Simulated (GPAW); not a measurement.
TePb: relaxation of cell and atoms with revPBE

Crystal: TePb.

```xyz
2
Lattice="4.0023 0.0000 0.0000 0.0000 4.0023 0.0000 0.0000 0.0000 4.0023" Properties=species:S:1:pos:R:3 pbc="T T T"
Pb    0.0000    0.0000    0.0000
Te    2.0011    2.0011    2.0011
```

Measurements of this composition are mostly on another form, of space group No. 225.

* Program: GPAW 26.7.0
* Task: relaxation of cell and atoms
* Functional: revPBE
* Potentials or basis: the program's PAW data sets (release 1.2.1) made for this functional
* Cutoff: 600 eV
* Basis: pw
* k mesh: 7 × 7 × 7
* Occupations: fermi-dirac, width 0.05 eV
* Spin: no spin polarisation
* Target pressure: 10 GPa
* Maxiter: 150
* Optimizer: LBFGS
* Fmax: 0.01 eV/Å
* Max steps: 40
* Target pressure: 10 GPa
* Convergence: density=1e-05 forces=0.0001

```json
{
 "Relaxed volume": "27.00 Å³/atom",
 "Relaxed cell": "a = 3.780 Å, b = 3.780 Å, c = 3.780 Å, α = 90.00°, β = 90.00°, γ = 90.00°",
 "Space group after relaxing (to 0.05 Å)": "Pm-3m (No. 221)",
 "Energy change on relaxing (the enthalpy is what falls)": "+158.2 meV/atom",
 "Ionic steps": "4",
 "Pressure after relaxing": "10.0 GPa",
 "Band gap on the k mesh": "none (metal or under the smearing width)"
}
```

Step by step:
| step | energy change (eV) | largest force (eV/Å) | pressure (GPa) | volume (Å³) |
| --- | --- | --- | --- | --- |
| 1 | 0.0000 | 0.0000 | 0.85 | 64.11 |
| 2 | 0.0270 | 0.0000 | 2.57 | 61.64 |
| 3 | 0.3427 | 0.0000 | 10.50 | 53.59 |
| 4 | 0.3163 | 0.0000 | 9.98 | 54.00 |

Final structure:
```cif
data_structure
_symmetry_space_group_name_H-M 'P 1'
_symmetry_Int_Tables_number 1
_cell_length_a 3.7798
_cell_length_b 3.7798
_cell_length_c 3.7798
_cell_angle_alpha 90.000
_cell_angle_beta 90.000
_cell_angle_gamma 90.000
_cell_volume 54.00
loop_
_atom_site_label
_atom_site_type_symbol
_atom_site_fract_x
_atom_site_fract_y
_atom_site_fract_z
_atom_site_occupancy
Pb1 Pb 0.00000 0.00000 0.00000 1
Te1 Te 0.50000 0.50000 0.50000 1
```

Levels at points of the mesh, in eV from the Fermi level:
```tsv
k point	band 8	band 9	band 10	band 11	band 12	band 13
(0.00, 0.00, 0.00)	-1.92	-1.92	-1.92	3.85	3.85	6.58
```

Wall time 94 s on 1 thread of Arm Neoverse N1, with other jobs on the host, peak memory 0.21 GiB.

Caveat: later steps reuse the first step's grids; the volume moved by over 15 % at a fixed basis, so the end points are rough. Spin-orbit coupling is left out, which matters for the levels of Pb, Te.
